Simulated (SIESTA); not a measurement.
Runs of SIESTA 5.4.2 on Pt. Symmetry: Fm-3m, No. 225, cubic system. Conventional cell: a = 3.922 Å, b = 3.922 Å, c = 3.922 Å, α = 90.00°, β = 90.00°, γ = 90.00°. Pt (site symmetry m-3m) has 12 Pt at 2.77 Å as nearest neighbours. 

```csv
task,level,potentials or basis,cell,k mesh,force tolerance,gap on the mesh (eV),pressure (GPa),V0 of scaled cells (Å³/atom),B0 (GPa)
single point,PBEsol,"PseudoDojo 0.4 standard (PBEsol files), DZP (energy shift 0.003 Ry; two zetas on semicore shells)",as given,12 × 12 × 12,-,none,1.8,-,-
band structure,PBEsol,"PseudoDojo 0.4 standard (PBEsol files), DZP (energy shift 0.003 Ry; two zetas on semicore shells)",as given,12 × 12 × 12,-,none,1.8,-,-
equation of state,PBEsol,"PseudoDojo 0.4 standard (PBEsol files), DZP (energy shift 0.003 Ry; two zetas on semicore shells)",as given,12 × 12 × 12,-,-,-,15.17,(a)
relaxation of cell and atoms,PBEsol,"PseudoDojo 0.4 standard (PBEsol files), DZP (energy shift 0.003 Ry; two zetas on semicore shells)",relaxed,9 × 9 × 9,0.02 eV/Å,none,-0.2,-,-
equation of state,LDA,"PseudoDojo 0.4 standard (LDA files), DZP (energy shift 0.003 Ry; two zetas on semicore shells)",as given,12 × 12 × 12,-,-,-,14.90,321
single point,PBEsol,"PseudoDojo 0.4 standard (PBEsol files), DZP (energy shift 0.003 Ry; two zetas on semicore shells)",cell strained at random at fixed volume,12 × 12 × 12,-,none,1.8,-,-
```

Alike in all rows: no spin polarisation; smearing fermi-dirac 0.05 eV; grid cutoff 800 Ry; energy shift 0.003 Ry.

Question: Estimate the missing entries.

Answer: (a) 299.

Caveats: short orbitals over semicore shells can move pressures by several GPa; the basis of atomic orbitals isn't converged, which shifts pressures, moduli and gaps; spin-orbit coupling is left out, which moves the levels of the heavy elements (some runs).

A k mesh can miss the band edges, and the runs leave out spin-orbit coupling on Pt.

A gap of «none» marks a metal or a gap under the smearing width.
